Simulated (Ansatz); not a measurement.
# fcc against bcc along group 4

Computed with DFT, revPBE, plane waves (420 eV) with PAW, scalar-relativistic in Ansatz. (PAW data from PBE, frozen cores regenerated.)

Each structure is relaxed within its symmetry, in the lowest magnetic state of the tried starts. Differences under about 8 meV lie within the error of the k-point mesh.

| element | E(fcc) − E(bcc) (meV/atom) | V(fcc) (Å³/atom) | V(bcc) (Å³/atom) | state of fcc | state of bcc |
| --- | --- | --- | --- | --- | --- |
| Ti | -57 | 17.81 | 17.72 | spin not included | spin not included |
| Zr | -50 | 23.64 | 23.35 | spin not included | spin not included |
| Hf | ? | ? | ? | ? | ? |

(1) Fill in the row of Hf.

Results:

(1) E(fcc) − E(bcc) (meV/atom): -114; V(fcc) (Å³/atom): 23.05; V(bcc) (Å³/atom): 22.83; state of fcc: spin not included; state of bcc: spin not included.
